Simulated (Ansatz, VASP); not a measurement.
## Br, level by level in two programs

```xyz
1
Lattice="-1.2868 1.7200 3.5780 1.2868 -1.7200 3.5780 1.2868 1.7200 -3.5780" Properties=species:S:1:pos:R:3 pbc="T T T"
Br    0.0000    0.0000    0.0000
```

Single points on this cell with VASP 6.6.1 and Ansatz 0.2.0. Each row is one pair of runs. Alike in all rows: spin: off; k mesh: 13 × 13 × 13; Ansatz's potentials, cutoff: Ansatz PAW, 420 eV.

```tsv
level	smearing	VASP's potentials, cutoff	gap on the k mesh at the Fermi level (eV), VASP	gap on the k mesh at the Fermi level (eV), Ansatz	pressure (GPa), VASP	pressure (GPa), Ansatz	largest component of the traceless stress (GPa), VASP	largest component of the traceless stress (GPa), Ansatz
PBE	fermi-dirac, width 0.05 eV	VASP PAW PBE potentials, release 64 (Br), 520 eV	none	none	1.1	1.1	0.13	0.14
PBE	gaussian, width 0.02 eV	VASP PAW PBE potentials, release 64 (Br), 500 eV	none	none	1.1	1.1	0.11	0.09
LDA	gaussian, width 0.02 eV	VASP PAW LDA potentials, release 64 (Br), 500 eV	none	none	-2.3	-2.4	1.55	1.68
```

Pressure (GPa): the two programs differ by at most 0.04; largest component of the traceless stress (GPa): the two programs differ by at most 0.128.

A gap of «none» marks a metal or a gap that the smearing closes.

Caveats: an odd number of electrons without spin polarisation forces a metal (some rows); a magnetic or distorted state may lie lower (some rows); the PAW data sets come from PBE, with cores solved anew for the run's functional, which leaves a small shift of forces and pressure (Ansatz).
